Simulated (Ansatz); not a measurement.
Structure: COD 8100521, as refined from experiment and not relaxed. The listed cell was then made from it by scaling, straining or moving an atom.

Bi: DFT, PBE, PAW with Ansatz's default frozen-core files, scalar-relativistic (Ansatz 0.2.0). What sets it apart from a plain run of this crystal: volume scaled by 1.02.

Command: `ansatz run input.yaml --threads 1 --pin off --max-ram 3072MiB --backend cpu --events-out ev --progress --plain --runs-dir out` The run took 11 s on 1 thread of Intel(R) Xeon(R) Platinum 8488C (Sapphire Rapids) (shared host), peak memory 0.56 GiB.

```yaml
crystal:
  lattice:
    - [3.3583752134, -3.0756350268, 0.0]
    - [3.3583752134, 3.0756350268, 0.0]
    - [-1.1586026062, 0.0, 3.1133934446]
  atoms:
    - { symbol: Bi, position: [0.2518, 0.2518, 0.149] }
    - { symbol: Bi, position: [0.7482, 0.7482, 0.851] }
kpoints:
  mp_grid: { grid: [8, 8, 11] }
scf:
  occupations: { method: fermi_dirac, width: 0.05 }
hamiltonian:
  xc: pbe
  pseudopotentials: { kind: paw }
output:
  forces: true
  stress: true
  eigenvalues: true
  efg: { contact_densities: true }
```

Output (standing set-up lines are left out):

```
Crystal: 2 atoms, lattice volume = 64.317 Å³
Basis set: ecut = 420 eV, 1273 PW (Γ), exchange–correlation on 64×64×48 points (8 copies of the dense FFT grid, shifted against one another)
SCF iter   1: F=—  HF=-24792.975666 eV  |F-HF|=—  |Δ(HF+E_count)|=         —  Δρ=1.14e-3  dr2=9.99e-4  ethr=1.77e-3  ⟨swp⟩=6.3  Hψ=18649  notcnv=0
preconditioner: auto → Kerker (q_TF=auto, 2.403 Å⁻¹)  [metal: Δε(μ)=0.023 eV  Ē_g=20.519 eV  σ=0.050 eV  W_gap=0.11  n_scr=16 (ndim 8)  ℏωp=25.4 eV  f_vac=0.000  D(μ)=0.98/eV (n_scr^D=4)]
SCF iter   2: F=—  HF=-24792.974495 eV  |F-HF|=—  |Δ(HF+E_count)|=   1.17e-3  Δρ=7.56e-4  dr2=4.29e-4  ethr=3.33e-6  ⟨swp⟩=2.3  Hψ=8472  notcnv=0
SCF iter   3: F=—  HF=-24792.974493 eV  |F-HF|=—  |Δ(HF+E_count)|=   1.89e-6  Δρ=2.84e-4  dr2=6.12e-5  ethr=1.43e-6  ⟨swp⟩=3.0  Hψ=6866  notcnv=0
SCF iter   4: F=—  HF=-24792.974455 eV  |F-HF|=—  |Δ(HF+E_count)|=   3.81e-5  Δρ=1.61e-4  dr2=1.23e-5  ethr=2.04e-7  ⟨swp⟩=2.0  Hψ=4794  notcnv=0
SCF iter   5: F=—  HF=-24792.974451 eV  |F-HF|=—  |Δ(HF+E_count)|=   3.80e-6  Δρ=3.29e-5  dr2=5.32e-7  ethr=4.09e-8  ⟨swp⟩=2.0  Hψ=6811  notcnv=0
SCF iter   6: F=—  HF=-24792.974451 eV  |F-HF|=—  |Δ(HF+E_count)|=   2.14e-8  Δρ=1.86e-5  dr2=1.57e-7  ethr=3.33e-10  ⟨swp⟩=6.6  Hψ=19432  notcnv=0
SCF iter   7: F=-24792.974451 eV  HF=-24792.974451 eV  |F-HF|=1.84e-8  |Δ(HF+E_count)|=   7.10e-8  Δρ=5.98e-6  dr2=1.84e-8  ethr=3.33e-10  ⟨swp⟩=4.8  Hψ=13998  notcnv=0
SCF 1 converged in 7 iterations: F = -24792.974451 eV  dr2 = 1.84e-8
  greatest PAW one-centre occupation: 0.988 electrons in one spin orbital (limit 2), on the Bi atom at site 1 (counted from 0), in its partial waves of l = 2
SCF converged after 7 iterations
Free energy (F): -24792.974451 eV
Harris-Foulkes:  -24792.974451 eV  (|F-HF|=1.84e-8)
Internal energy: -24792.966014 eV  (E = F + TS)
E sigma→0 (E₀):  -24792.970232 eV
Entropy (-TS):   -0.008437 eV (-4.219 meV/atom)
Fermi energy:    11.097964 eV
--- Per-component energies (eV) ---
  E_band       = -179.617849
  E_kinetic    = 605.280751
  E_local      = -2908.106878  (includes V_loc(G=0)·N_el)
  E_nonlocal   = 1119.367888
  E_hartree    = 932.391144
  E_xc         = -303.066389
  E_vxc        = -289.164940  (∫ρ·V_xc dr)
  E_paw        = -21326.090277  (= ΣΔE_a)
  E_vpaw       = -571.783492  (= ΣTr[D̂ρ^β])
  E_aug_tail   = -0.000870  (compensation charges beyond the density's cutoff)
  E_ewald      = -2912.741382
  E_smearing   = -0.008437  (= −TS)
  E_closure    = -0.000000  (closes the sum)
  Σ components = -24792.974451   (vs F -24792.974451, Δ=0.00e0)
--- Forces (eV/Å), atoms counted from 1 ---
  atom   1  Bi    -0.06485415    -0.00000000    -0.06056890
  atom   2  Bi     0.06485415     0.00000000     0.06056890
  max |Σ_I F_I| component: 0.00e0 eV/Å
--- Stress (GPa, compression-positive) ---
        3.409556       0.000000      -0.182678
        0.000000       1.976479      -0.000000
       -0.182678      -0.000000       3.032286
  P = ⅓ Tr σ = 2.8061 GPa (28.061 kbar)
--- PAW observables at the nuclei: V_zz in 10²¹ V/m², potentials from the cell's mean, atoms counted from 1 ---
  atom   1  Bi V_zz =   -12.410870   η = 0.0045   by run symmetry: allowed
            electrostatic potential = -17832.414884 V   contact ρ = 17906396.917750 e/Å³
  atom   2  Bi V_zz =   -12.410870   η = 0.0045   by run symmetry: allowed
            electrostatic potential = -17832.414884 V   contact ρ = 17906396.917750 e/Å³
--- Band table (eV; the first three rows and the last of 201) ---
  k-point 0: bands = ["-11.9034", "-11.8510", "-11.8093", "-11.7916", "-11.6907", "-11.6542", "-11.6411", "-11.6350", "-11.5950", "-11.4930", "-2.2967", "2.1236", "7.9541", "8.1522", "13.8562", "14.5712", "15.0393", "15.1682", "15.5939"]
  k-point 1: bands = ["-11.8987", "-11.8348", "-11.7888", "-11.7882", "-11.6958", "-11.6604", "-11.6486", "-11.6408", "-11.5965", "-11.4963", "-2.1766", "2.1533", "8.0369", "8.3366", "13.4539", "14.0102", "14.5269", "14.9383", "15.0367"]
  k-point 2: bands = ["-11.8857", "-11.7915", "-11.7788", "-11.7356", "-11.7092", "-11.6785", "-11.6683", "-11.6527", "-11.6013", "-11.5059", "-1.8213", "2.2356", "8.2783", "8.8523", "11.2958", "13.0848", "14.2908", "14.4462", "14.9100"]
  k-point 200: bands = ["-11.8049", "-11.7629", "-11.7417", "-11.7353", "-11.7274", "-11.6942", "-11.6510", "-11.6398", "-11.5619", "-11.5448", "0.8814", "1.7861", "7.1494", "8.3131", "8.5518", "10.2388", "12.1695", "12.9185", "17.8399"]
```
